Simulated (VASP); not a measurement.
## CdSe in VASP 6.6.1, single-point calculation

INCAR

```
PREC = Accurate
EDIFF = 1E-7
LCHARG = .FALSE.
GGA = CA
NBANDS = 21
NELM = 120
LWAVE = .FALSE.
LASPH = .TRUE.
NSW = 0
IBRION = -1
LDAUU = 6.0 0
LMAXMIX = 4
SIGMA = 0.01
LDAUTYPE = 2
ISIF = 2
ISMEAR = 0
LDAUJ = 0 0
LDAU = .TRUE.
LDAUL = 2 -1
LREAL = .FALSE.
ENCUT = 520
```

KPOINTS

```
KPOINTS created by Atomic Simulation Environment
0
Gamma
2 2 2
0 0 0
```

POSCAR

```
Cd Se
 1.0000000000000000
    -0.0000000000000000    3.0677809653893693    3.0677809653893693
     3.0677809653893693    0.0000000000000000    3.0677809653893693
     3.0677809653893693    3.0677809653893693    0.0000000000000000
 Cd  Se
   1   1
Cartesian
  0.0000000000000000  0.0000000000000000  0.0000000000000000
  1.5338904826946846  1.5338904826946846  1.5338904826946846
```

The recommended LDA PAW datasets give the neutral cell 18 valence electrons.

Command

```
mpirun -np 1 vasp_std
```

Problem. How does this run end, and what does it give?

Solution. It converged. Results: gap between bands v and c on the k mesh 0.37 eV; least direct gap on the k mesh 0.37 eV; pressure -0.2 GPa. Band v is the last that the valence electrons fill when counted band by band, and c is the next.

OSZICAR

```
N       E                     dE             d eps       ncg     rms          rms(c)
DAV:   1     0.114542054111E+03    0.11454E+03   -0.85435E+03   126   0.750E+02
DAV:   2     0.195082089526E+00   -0.11435E+03   -0.10688E+03   141   0.201E+02
DAV:   3    -0.533678899849E+01   -0.55319E+01   -0.55116E+01   156   0.477E+01
DAV:   4    -0.536490861332E+01   -0.28120E-01   -0.28118E-01   151   0.360E+00
DAV:   5    -0.536504183980E+01   -0.13323E-03   -0.13323E-03   151   0.217E-01    0.991E+00
DAV:   6    -0.483558666533E+01    0.52946E+00   -0.58075E-01   141   0.769E+00    0.756E+00
DAV:   7    -0.480385333357E+01    0.31733E-01   -0.23594E-01   146   0.274E+00    0.293E+00
DAV:   8    -0.480540106807E+01   -0.15477E-02   -0.34519E-02   156   0.155E+00    0.479E-01
DAV:   9    -0.480546630539E+01   -0.65237E-04   -0.25441E-03   151   0.545E-01    0.109E-01
DAV:  10    -0.480545577084E+01    0.10535E-04   -0.19964E-04   151   0.144E-01    0.560E-02
DAV:  11    -0.480548860927E+01   -0.32838E-04   -0.51422E-05   146   0.455E-02    0.255E-02
DAV:  12    -0.480548810278E+01    0.50649E-06   -0.20284E-06   151   0.132E-02    0.137E-02
DAV:  13    -0.480548851578E+01   -0.41300E-06   -0.13277E-06   146   0.670E-03    0.800E-03
DAV:  14    -0.480548844716E+01    0.68611E-07   -0.97062E-08   111   0.210E-03
   1 F= -.48054884E+01 E0= -.48054884E+01  d E =-.142444E-46
```

For comparison, a separate LDA run of the intended cell, on usual settings and not on those above, gives a gap of 0.31 eV on its mesh and a pressure of -2.8 GPa.
